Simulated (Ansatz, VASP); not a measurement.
**TiAl3: VASP beside Ansatz**

```xyz
4
Lattice="2.8397 0.0000 0.0000 0.0000 4.6813 0.0000 0.0000 0.0000 4.9007" Properties=species:S:1:pos:R:3 pbc="T T T"
Ti    0.0000    2.3406    0.8131
Al    0.0000    0.0000    4.0965
Al    1.4198    0.0000    1.6217
Al    1.4198    2.3406    3.2701
```

Alike in both runs: functional PBEsol; k mesh 9 × 6 × 6; occupations fermi-dirac, width 0.05 eV; no spin polarisation.

|  | VASP | Ansatz |
| --- | --- | --- |
| version | VASP 6.6.1 | Ansatz 0.2.0 |
| potentials or method | VASP PAW PBE potentials, release 64 (Ti_sv, Al), cutoff 520 eV | all-electron LAPW, scalar-relativistic |
| task | single point | band structure |

|  | VASP | Ansatz | Ansatz less VASP |
| --- | --- | --- | --- |
| gap on the k mesh at the Fermi level (eV) | none | none | - |
| pressure (GPa) | -2.3 | -2.4 | -0.09 |
| largest component of the traceless stress (GPa) | 2.05 | 2.06 | +0.002 |
| rms of the force components (eV/Å) | 0.019 | 0.019 | +0.0002 |

Atom by atom the forces differ by 0.001 eV/Å (rms over components). A gap of «none» marks a metal or a gap that the smearing closes. Ansatz ran all-electron here, so the differences hold the error of VASP's frozen core and of both bases.

Caveats: the PAW data sets were made with another functional, which shifts forces and pressure a little (VASP).
